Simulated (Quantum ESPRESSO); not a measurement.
# Ta2C under changes of volume

One of the cells (13.774 Å³/atom); the others are scaled copies at fixed shape and fractional positions:

```xyz
3
Lattice="3.1059 0.0000 0.0000 -1.5530 2.6898 0.0000 0.0000 0.0000 4.9464" Properties=species:S:1:pos:R:3 pbc="T T T"
Ta    1.5530    0.8966    3.6999
Ta    0.0000    1.7932    1.2465
C     0.0000    0.0000    0.0000
```

```yaml
Program: Quantum ESPRESSO 7.5
Functional: r2SCAN
Potentials_or_basis: SG15 PBE 1.2
Cutoff: 1197 eV
Density_cutoff: 4789 eV
k_mesh: 4 × 4 × 2
Occupations: fermi-dirac, width 0.05 eV
Spin: no spin polarisation
```

| volume (Å³/atom) | energy over the lowest point (meV/atom) | pressure (GPa) |
| --- | --- | --- |
| 12.948 | 10.24 | 9.4 |
| 13.223 | 0.00 | 2.6 |
| 13.499 | 0.80 | -3.5 |
| 13.774 | 11.52 | -8.9 |
| 14.050 | ? | ? |
| 14.325 | 58.78 | -18.3 |
| 14.601 | 93.65 | -22.2 |

Task: What does the run at 14.050 Å³/atom give?

Result: Energy over the lowest point 31.15 meV/atom; pressure -13.8 GPa.

Worked out: A Birch-Murnaghan fit of order 3 (a polynomial in V^(-2/3)) to the other rows has its minimum at 13.34 Å³/atom with B0 = V·E''(V) = 297 GPa and B' = 4.3 at fixed shape and positions, which overstates the stiffness. It gives 31.20 meV/atom at 14.050 Å³/atom, against the run's 31.15, and -dE/dV = -13.8 GPa, against -13.8.

Energies are extrapolated to zero smearing.

Caveats: all runs use coarse meshes; the potentials were made for another functional, which shifts forces and pressure.
